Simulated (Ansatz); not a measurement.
# TiSi in Ansatz: the effect of functional

TiSi:

```
Ti Si
1.0
     1.82821   -2.13165    0.00000
     1.82821    2.13165    0.00000
     0.00000    0.00000    3.82913
Ti Si
1 1
Direct
  0.50000 0.50000 0.00000
  0.00000 0.00000 0.50000
```

The cell comes from a database or a generator and needn't be the stable form of this composition.

The cell isn't the ideal one: volume scaled by 1.02.

Alike in all runs:

```yaml
Program: Ansatz 0.2.0
Task: single point
Potentials_or_basis: Ansatz PAW
k_mesh: 10 × 10 × 7
Occupations: fermi-dirac, width 0.05 eV
Spin: no spin polarisation
```

```tsv
functional	cutoff	pressure (GPa)
LDA	420 eV (not typed: the program's choice for these potentials)	?
PBEsol	420 eV (not typed: the program's choice for these potentials)	-6.8
r2SCAN	500 eV (not typed: the program's choice for these potentials)	-4.4
```

What does the run with functional LDA give?

Pressure -10.2 GPa.

Caveats: the PAW data sets come from PBE, with cores solved anew for the run's functional, which leaves a small shift of forces and pressure.

Runs at the PBE level aren't shown here.
